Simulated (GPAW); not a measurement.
# MnO2 (P-3m1) in GPAW: further runs

The runs below take MnO2 through equation of state, dielectric tensor, with LDA.

Program: GPAW 26.7.0. These are calculated values, not measurements. Logs are shortened: lines on timing, memory, paths and dates and some standing lists are left out, and cuts for length are marked. The log counts tension as positive stress, the text compression.

**1. The structure**

Symmetry: P-3m1, No. 164, trigonal system. The conventional cell has a = 2.857 Å, b = 2.857 Å, c = 4.601 Å, α = 90.00°, β = 90.00°, γ = 120.00°. Mn (site symmetry -3m) is surrounded by 6 O at 1.90 Å. O (site symmetry 3m) is surrounded by 3 Mn at 1.90 Å.

Measurements of this composition are mostly on another form, of space group No. 136.

**2. Equation of state, LDA, collinear spin, ferromagnetic start**

File run.py:

```python
from ase import Atoms
from ase.eos import EquationOfState
from ase.io import Trajectory
from ase.units import GPa
from gpaw import GPAW, PW

atoms = Atoms(['Mn', 'O', 'O'],
              cell=[[2.8565781804, 0.0, 0.0],
                    [-1.4282890902, 2.4738692722, 0.0],
                    [0.0, 0.0, 4.6013740589]],
              scaled_positions=[[0.0, 0.0, 0.5],
                                [0.3333333333, 0.6666666667, 0.70629257],
                                [0.6666666667, 0.3333333333, 0.29370743]],
              pbc=True)
atoms.set_initial_magnetic_moments([4.0, 0.0, 0.0])

traj = Trajectory('eos.traj', 'w')
volumes, energies = [], []
for x in [0.94, 0.96, 0.98, 1.0, 1.02, 1.04, 1.06]:
    a = atoms.copy()
    a.set_cell(atoms.cell * x**(1 / 3), scale_atoms=True)
    calc = GPAW(mode=PW(800),
                xc='LDA',
                kpts={'size': (7, 7, 4), 'gamma': True},
                occupations={'name': 'fermi-dirac', 'width': 0.05},
                nbands=26,
                convergence={'density': 1e-05, 'energy': 1e-05},
                maxiter=150,
                txt=f'eos-{x:.2f}.txt')
    a.calc = calc
    energies.append(a.get_potential_energy(force_consistent=True))
    volumes.append(a.get_volume())
    p = -a.get_stress()[:3].mean() / GPa
    calc.write(f'eos-{x:.2f}.gpw')
    traj.write(a)
    print(f'{x:.2f} {volumes[-1]:10.4f} A^3 {energies[-1]:14.6f} eV {p:9.3f} GPa', flush=True)

v0, e0, B = EquationOfState(volumes, energies, eos='birchmurnaghan').fit()
print(f'V0 = {v0:.4f} A^3, E0 = {e0:.6f} eV, B0 = {B / GPa:.2f} GPa')
```

Potentials or basis: the program's PAW data sets (release 1.2.1) made for this functional, pw.

Command:

```bash
$ OMP_NUM_THREADS=1 python run.py
```

Output:

```text
__  _  _
 | _ |_)|_||  |
 |__||  | ||/\| - 26.7.0

Input parameters:
  mode=PW(ecut=800.0),
  convergence={'density': 1e-05, 'energy': 1e-05},
  kpts=MonkhorstPack(size=(7, 7, 4), gamma=True),
  maxiter=150,
  nbands=26,
  occupations=Occupations(name='fermi-dirac', width=0.05),
  xc=XC(name='LDA')

Diagonalizing LCAO Hamiltonian
Converting LCAO to pw mode

        O

       Mn
           O

Atoms  # Å, Bohr magnetons
|   | symbol |         x |        y |        z |    initial magnetic moments |
|---|--------|-----------|----------|----------|-----------------------------|
| 0 |     Mn |  0.000000 | 0.000000 | 2.253721 | ( 0.0000,  0.0000,  4.0000) |
| 1 |      O | -0.000000 | 1.615579 | 3.183573 | ( 0.0000,  0.0000,  0.0000) |
| 2 |      O |  1.399132 | 0.807789 | 1.323869 | ( 0.0000,  0.0000,  0.0000) |

Unit cell  # Å
| periodic |         x |        y |        z |  lengths |     angles |
|----------|-----------|----------|----------|----------|------------|
|      yes |  2.798264 | 0.000000 | 0.000000 | 2.798264 |  90.000000 |
|      yes | -1.399132 | 2.423368 | 0.000000 | 2.798264 |  90.000000 |
|      yes |  0.000000 | 0.000000 | 4.507442 | 4.507442 | 120.000000 |

Number of symmetries: 12
Symmetry operations  # r_c * U_cc + t_c -> r_c
|    | kind |            matrix            |
|----|------|------------------------------|
|  0 |  σ   |  1, 1, 0,  0,-1, 0,  0, 0, 1 |
|  1 |  S6  |  1, 1, 0, -1, 0, 0,  0, 0,-1 |
|  2 |  E   |  1, 0, 0,  0, 1, 0,  0, 0, 1 |
|  3 |  C2  |  1, 0, 0, -1,-1, 0,  0, 0,-1 |
|  4 |  C2  |  0, 1, 0,  1, 0, 0,  0, 0,-1 |
|  5 |  C3  |  0, 1, 0, -1,-1, 0,  0, 0, 1 |
|  6 |  S6  |  0,-1, 0,  1, 1, 0,  0, 0,-1 |
|  7 |  σ   |  0,-1, 0, -1, 0, 0,  0, 0, 1 |
|  8 |  σ   | -1, 0, 0,  1, 1, 0,  0, 0, 1 |
|  9 |  i   | -1, 0, 0,  0,-1, 0,  0, 0,-1 |
| 10 |  C3  | -1,-1, 0,  1, 0, 0,  0, 0, 1 |
| 11 |  C2  | -1,-1, 0,  0, 1, 0,  0, 0,-1 |

BZ-sampling:
  Number of BZ points: 196
  Number of IBZ points: 28

  Monkhorst-Pack size: [7, 7, 4]
  Monkhorst-Pack shift: [0.0, 0.0, 0.125]

K-points  # in reciprocal-cell coordinates
|     |                                coordinates |     weight |
|-----|--------------------------------------------|------------|
|   0 | (  0.00000000,   0.00000000,   0.00000000) | 0.00510204 |
|   1 | (  0.00000000,   0.00000000,   0.25000000) | 0.01020408 |
|   2 | (  0.00000000,   0.00000000,   0.50000000) | 0.00510204 |
|   3 | (  0.14285714,   0.00000000,  -0.25000000) | 0.03061224 |
|   4 | (  0.14285714,   0.00000000,   0.00000000) | 0.03061224 |
|   5 | (  0.14285714,   0.00000000,   0.25000000) | 0.03061224 |
|   6 | (  0.14285714,   0.00000000,   0.50000000) | 0.03061224 |
|   7 | (  0.28571429,  -0.14285714,   0.00000000) | 0.03061224 |
|   8 | (  0.28571429,  -0.14285714,   0.25000000) | 0.06122449 |
|   9 | (  0.28571429,  -0.14285714,   0.50000000) | 0.03061224 |
| ... |                                            |            |
|  27 | (  0.42857143,   0.42857143,   0.50000000) | 0.03061224 |

Plane wave coefficients: 1592
Cutoff: 800.0 eV

Spin-components: 2 (collinear spins)
Bands:           26
Projectors:      16
Spin-degeneracy: 1
Datatype:        complex128

Parallelization:
  kpt:    1
  domain: 1
  band:   1

Density:
  Valence electrons: 27.0
  Components: 2
  Grid points: [20 20 30]
  Charge: 0.0  # |e|

Potential:
  Grid points: [20 20 30]

species:
  Mn:
    name:    Manganese
    Z:       25.0
    valence: 15
    core:    10
    charge:  0.0  # [|e|]
    compensation charges:
      type: gauss
      rc: 0.38  # [Å]
      lmax: 2
    cutoffs:
      filter: 2.14  # [Å]
      core: 0.86  # [Å]
    projectors
    | kind |    occ | energy [eV] | rcut [Å] |
    |------|--------|-------------|----------|
    |   3s |  2.000 |     -85.387 |    1.275 |
    |   4s |  2.000 |      -5.282 |    1.275 |
    |   3p |  6.000 |     -54.493 |    1.281 |
    |   4p |  0.000 |      -1.471 |    1.281 |
    |   3d |  5.000 |      -7.009 |    1.138 |
    |    d |        |      20.203 |    1.138 |

    Using partial waves for Mn as LCAO basis

  O:
    name:    Oxygen
    Z:       8.0
    valence: 6
    core:    2
    charge:  0.0  # [|e|]
    compensation charges:
      type: gauss
      rc: 0.21  # [Å]
      lmax: 2
    cutoffs:
      filter: 1.17  # [Å]
      core: 0.83  # [Å]
    projectors
    | kind |    occ | energy [eV] | rcut [Å] |
    |------|--------|-------------|----------|
    |   2s |  2.000 |     -23.752 |    0.688 |
    |   2p |  4.000 |      -9.195 |    0.598 |
    |    s |        |       3.459 |    0.688 |
    |    p |        |      18.016 |    0.598 |
    |    d |        |       0.000 |    0.619 |

    Using partial waves for O as LCAO basis

Reference energy: -35511.288111  # eV

eigensolver:
  PPCG
  Converge bands: occupied
  niter=2

density mixing:
  MSR1-Mixer
  Pratt-step length: 0.05
  Maximum mixing coefficient: 0.75
  Old densities: 10
  SVD Regularization: 0.005
  Good broyden scale: 1.0
  Trust region scale: 1.0
  Backstep threshold: 4.0
  History deletion threshold: 6.0
  Fourier metric: weight=20.0, sigma=0.015

occupation numbers:
  Fermi-Dirac:
    width: 0.0500  # eV

poisson solver:
  ecut: 6400.0  # eV

xc functional:
  name: None

convergence criteria:
- Maximum integral of absolute [dens]ity change: 1e-05 electrons / valence electron
- Maximum [total energy] change in last 3 cyles: 1e-05 eV / valence electron
- Maximum integral of absolute [eigenst]ate change: 4e-08 eV^2 / valence electron
maximum number of iterations: 150

SCF iterations
|iter     | |      energy | eigst |  dens |  magmom |
|---------|-|-------------|-------|-------|---------|
|iter:   1| |  -29.753729 | +0.29 |       |  +4.0018|
|iter:   2| |  -28.690162 | -2.00 | -0.81 |  +3.9517|
|iter:   3| |  -27.407408 | -1.73 | -0.88 |  +3.6128|
|iter:   4| |  -27.389903 | -2.97 | -1.26 |  +3.4317|
|iter:   5| |  -27.416354 | -3.13 | -1.40 |  +3.1463|
|iter:   6| |  -27.428579 | -3.88 | -1.77 |  +2.9826|
|iter:   7| |  -27.429404 | -5.11 | -2.37 |  +2.9841|
|iter:   8| |  -27.429435 | -5.46 | -2.63 |  +2.9873|
|iter:   9| |  -27.429443c| -7.29 | -3.60 |  +2.9895|
|iter:  10| |  -27.429443c| -8.26c| -4.09 |  +2.9900|
|iter:  11| |  -27.429443c| -8.59c| -4.81 |  +2.9900|
|iter:  12| |  -27.429443c| -9.38c| -5.44c|  +2.9900|

Converged in 12 steps
Energy contributions relative to reference atoms: (reference = -35511.288111)

Energy contributions:
  Kinetic:          27.554823
  Coulomb:         -28.293586
  Zero:              0.388184
  External:          0.000000
  Xc:              -27.078055
  Entropy:          -0.001619
  Spinorbit:         0.000000
  ----------------------------
  Free energy:     -27.430253
  Extrapolated:    -27.429443

dipole moment: (-3.272187, -5.667594, 0.000001)  # |e|*Ang

Total magnetic moment: (0.000000, 0.000000, 2.989970)

Local magnetic moments
|        x |        y |        z |
|----------|----------|----------|
| 0.000000 | 0.000000 | 2.722227 |  # Mn   0
| 0.000000 | 0.000000 | 0.062385 |  # O    1
| 0.000000 | 0.000000 | 0.062385 |  # O    2

Fermi level: 4.852
Eigenvalues  # (at kpt = [0.000, 0.000, 0.000])
| band index |      eig [eV] | occ [0-1] |      eig [eV] | occ [0-1] |
|------------|---------------|-----------|---------------|-----------|
|          0 |       -76.297 |     1.000 |       -73.304 |     1.000 |
|        ... |               |           |               |           |
|          6 |        -2.385 |     1.000 |        -1.608 |     1.000 |
|          7 |        -1.995 |     1.000 |        -1.051 |     1.000 |
|          8 |        -1.995 |     1.000 |        -1.051 |     1.000 |
|          9 |         2.207 |     1.000 |         2.972 |     1.000 |
|         10 |         2.213 |     1.000 |         2.972 |     1.000 |
|         11 |         2.787 |     1.000 |         3.250 |     1.000 |
|         12 |         2.787 |     1.000 |         4.955 |     0.113 |
|         13 |         2.999 |     1.000 |         4.956 |     0.111 |
|         14 |         4.386 |     1.000 |         6.808 |     0.000 |
|         15 |         7.648 |     0.000 |         9.092 |     0.000 |
|         16 |         7.649 |     0.000 |         9.092 |     0.000 |
|         17 |        11.739 |     0.000 |        12.063 |     0.000 |
|         18 |        14.866 |     0.000 |        15.337 |     0.000 |
|         19 |        19.555 |     0.000 |        19.929 |     0.000 |
|         20 |        24.390 |     0.000 |        24.990 |     0.000 |
|        ... |               |           |               |           |
|         25 |        28.594 |     0.000 |        29.492 |     0.000 |

Gap: 0.191 eV
Transition (v -> c):
  (s=0, k=6, n=14, [0.14, 0.00, 0.50]) -> (s=1, k=2, n=12, [0.00, 0.00, 0.50])
Direct/indirect transitions are different
Direct gap: 0.199 eV
Transition at: (s=0->1, k=2, n=14, [0.00, 0.00, 0.50])

Stress tensor  # eV/Ang^3
|         x |         y |         z |
|-----------|-----------|-----------|
| -0.039700 |  0.000000 |  0.000000 |
|  0.000000 | -0.039700 | -0.000000 |
|  0.000000 | -0.000000 | -0.021725 |

# Writing to eos-0.94.gpw (mode='')
```

Run time: 4.7 min. Hardware: 1 thread of Arm Neoverse V2, shared host; peak memory 0.37 GiB.

What came out:

```yaml
Equilibrium_volume: 10.44 Å³/atom
Bulk_modulus_at_fixed_shape_and_positions: 219 GPa
Pressure_derivative_of_the_bulk_modulus: 4.4
```

Energy against volume, from the lowest point:
| volume (Å³/atom) | energy (meV/atom) |
| --- | --- |
| 10.189 | 4.20 |
| 10.405 | 0.00 |
| 10.622 | 2.06 |
| 10.839 | 9.70 |
| 11.056 | 22.38 |
| 11.273 | 39.55 |
| 11.489 | 60.70 |

Caveat: the k mesh is coarse (spacing up to 0.36 Å⁻¹), so the values aren't converged; the cell was scaled at fixed shape and fractional positions, which overstates the stiffness of a crystal with free parameters, most of all of layers and chains.

**3. Dielectric tensor, LDA, collinear spin, ferromagnetic start**

File run.py:

```python
import numpy as np
from ase import Atoms
from ase.dft.bandgap import bandgap
from ase.io import write
from gpaw import GPAW, PW
from gpaw.response.df import DielectricFunction

atoms = Atoms(['Mn', 'O', 'O'],
              cell=[[2.8565781804, 0.0, 0.0],
                    [-1.4282890902, 2.4738692722, 0.0],
                    [0.0, 0.0, 4.6013740589]],
              scaled_positions=[[0.0, 0.0, 0.5],
                                [0.3333333333, 0.6666666667, 0.70629257],
                                [0.6666666667, 0.3333333333, 0.29370743]],
              pbc=True)
atoms.set_initial_magnetic_moments([5.0, 0.0, 0.0])

calc = GPAW(mode=PW(600),
            xc='LDA',
            kpts={'size': (9, 9, 5), 'gamma': True},
            occupations={'name': 'fermi-dirac', 'width': 0.001},
            nbands=26,
            convergence={'density': 0.0001},
            maxiter=150,
            txt='gpaw.txt')
atoms.calc = calc
energy = atoms.get_potential_energy()
calc.write('gs.gpw')
write('result.traj', atoms)
print(f'Energy: {energy:.6f} eV')
print('Moments:', calc.get_magnetic_moments().round(3))
print('Fermi level:', round(calc.get_fermi_level(), 4), 'eV')
print(f'Gap: {bandgap(calc)[0]:.4f} eV, direct: {bandgap(calc, direct=True)[0]:.4f} eV')

for size in [(12, 12, 7), (17, 17, 9)]:
    name = 'x'.join(str(n) for n in size)
    dense = calc.fixed_density(kpts={'size': size, 'gamma': True},
                               nbands=50, convergence={'bands': 44, 'eigenstates': 1e-7},
                               update_fermi_level=True, txt=f'dense-{name}.txt')
    dense.write(f'{name}.gpw', mode='all')
    df = DielectricFunction(f'{name}.gpw', frequencies=np.array([0.0]), hilbert=False, eta=0.001,
                            ecut=80, nbands=44, intraband=False, txt=f'df-{name}.txt')
    for xc in ['RPA']:
        for direction in ['x', 'y', 'z', [0, 1, 1], [1, 0, 1], [1, 1, 0]]:
            e0, e = df.get_macroscopic_dielectric_constant(xc=xc, direction=direction)
            print(f'{name} {xc} {direction}: {e0:.4f} without, {e:.4f} with local fields')
```

Potentials or basis: the program's PAW data sets (release 1.2.1) made for this functional, pw.

Command:

```bash
$ OMP_NUM_THREADS=1 python run.py
```

gpaw.txt:

```text
__  _  _
 | _ |_)|_||  |
 |__||  | ||/\| - 26.7.0

Input parameters:
  mode=PW(ecut=600.0),
  convergence={'density': 0.0001},
  kpts=MonkhorstPack(size=(9, 9, 5), gamma=True),
  maxiter=150,
  nbands=26,
  occupations=Occupations(name='fermi-dirac', width=0.001),
  xc=XC(name='LDA')

Diagonalizing LCAO Hamiltonian
Converting LCAO to pw mode

        O

       Mn
           O

Atoms  # Å, Bohr magnetons
|   | symbol |         x |        y |        z |    initial magnetic moments |
|---|--------|-----------|----------|----------|-----------------------------|
[... 190 lines left out ...]
Total magnetic moment: (0.000000, 0.000000, 3.000276)

Local magnetic moments
|        x |        y |        z |
|----------|----------|----------|
| 0.000000 | 0.000000 | 2.780368 |  # Mn   0
| 0.000000 | 0.000000 | 0.043428 |  # O    1
| 0.000000 | 0.000000 | 0.043428 |  # O    2

Fermi level: 4.082
Eigenvalues  # (at kpt = [0.000, 0.000, 0.000])
| band index |      eig [eV] | occ [0-1] |      eig [eV] | occ [0-1] |
|------------|---------------|-----------|---------------|-----------|
|          0 |       -77.043 |     1.000 |       -73.984 |     1.000 |
|        ... |               |           |               |           |
|          6 |        -2.669 |     1.000 |        -1.907 |     1.000 |
|          7 |        -2.329 |     1.000 |        -1.385 |     1.000 |
|          8 |        -2.329 |     1.000 |        -1.385 |     1.000 |
|          9 |         1.493 |     1.000 |         2.305 |     1.000 |
|         10 |         1.499 |     1.000 |         2.305 |     1.000 |
|         11 |         2.168 |     1.000 |         2.628 |     1.000 |
|         12 |         2.168 |     1.000 |         4.305 |     0.000 |
|         13 |         2.432 |     1.000 |         4.306 |     0.000 |
|         14 |         3.525 |     1.000 |         5.973 |     0.000 |
|         15 |         6.595 |     0.000 |         8.044 |     0.000 |
|         16 |         6.595 |     0.000 |         8.044 |     0.000 |
|         17 |        10.573 |     0.000 |        10.897 |     0.000 |
|         18 |        13.803 |     0.000 |        14.268 |     0.000 |
|         19 |        18.191 |     0.000 |        18.538 |     0.000 |
|         20 |        23.008 |     0.000 |        23.627 |     0.000 |
|        ... |               |           |               |           |
|         25 |        27.131 |     0.000 |        28.017 |     0.000 |

Gap: 0.430 eV
Transition (v -> c):
  (s=0, k=3, n=14, [0.11, 0.00, -0.40]) -> (s=1, k=2, n=12, [0.00, 0.00, 0.40])
Direct/indirect transitions are different
Direct gap: 0.476 eV
Transition at: (s=0->1, k=2, n=14, [0.00, 0.00, 0.40])
# Writing to gs.gpw (mode='')
```

Run time: 14 min. Hardware: 1 thread of Arm Neoverse V2, shared host; peak memory 1.1 GiB.

What came out:

| Property | Result |
| --- | --- |
| Free energy | -27.2426 eV |
| Band gap on the k mesh | 0.43 eV, indirect (least direct gap 0.48 eV) |
| Net moment | 3.00 μB per cell |
| Site moments | Mn +2.78; O +0.04 μB |
| Electronic dielectric tensor (diagonal) | 8.45, 8.45, 2.95 |

Electronic dielectric tensor:
```
8.45 0.00 0.00
0.00 8.45 0.00
0.00 0.00 2.95
```

Caveat: the gap is small at this level, which inflates the dielectric constant; the long-wavelength limit can be off by several per cent where d states take part; an odd mesh through Γ misses points on the zone boundary, where band edges often lie; a cell with one magnetic atom can't hold antiferromagnetic order, which such compounds often take.
